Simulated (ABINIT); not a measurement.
## ZrB2: changing the dispersion correction

The cell as given:

Symmetry: P6/mmm, No. 191, hexagonal system. Conventional cell: a = 3.170 Å, b = 3.170 Å, c = 3.533 Å, α = 90.00°, β = 90.00°, γ = 120.00°. Around Zr (site symmetry 6/mmm) lie 12 B at 2.54 Å. Around B (site symmetry -6m2) lie 3 B at 1.83 Å.

Kept alike: task relaxation of cell and atoms; functional PBE; k mesh 10 × 10 × 8; occupations fermi-dirac, width 0.05 eV; no spin polarisation. Program: ABINIT, JTH PAW PBE v2.0, cutoff 463 eV. The mesh is that of the run's cell of 3 atoms. No spin-orbit coupling.

```csv
dispersion correction,volume (Å³/atom),first edge of the run's cell (Å),third edge of the run's cell (Å)
D2,10.075,3.160,3.495
D3(zero),10.075,3.149,3.519
D3(BJ),10.022,3.144,3.512
none,10.286,3.170,3.545
```

The relaxations keep at least the cell's symmetry (P6/mmm). For a metal such a mesh leaves the last digits unconverged. Relaxations stop with a little pressure left, so the last digits of a volume or edge aren't settled.

Q: What does the dispersion correction change here?

A: The volume runs from 10.022 (D3(BJ)) to 10.286 Å³/atom (none). Against no correction: D2 -2.1 %; D3(zero) -2.1 %; D3(BJ) -2.6 %. Dispersion terms mostly attract and so lower the volume; the schemes' coefficients and damping set how far. The first edge of the run's cell runs from 3.144 (D3(BJ)) to 3.170 Å (none). The third edge of the run's cell runs from 3.495 (D2) to 3.545 Å (none).
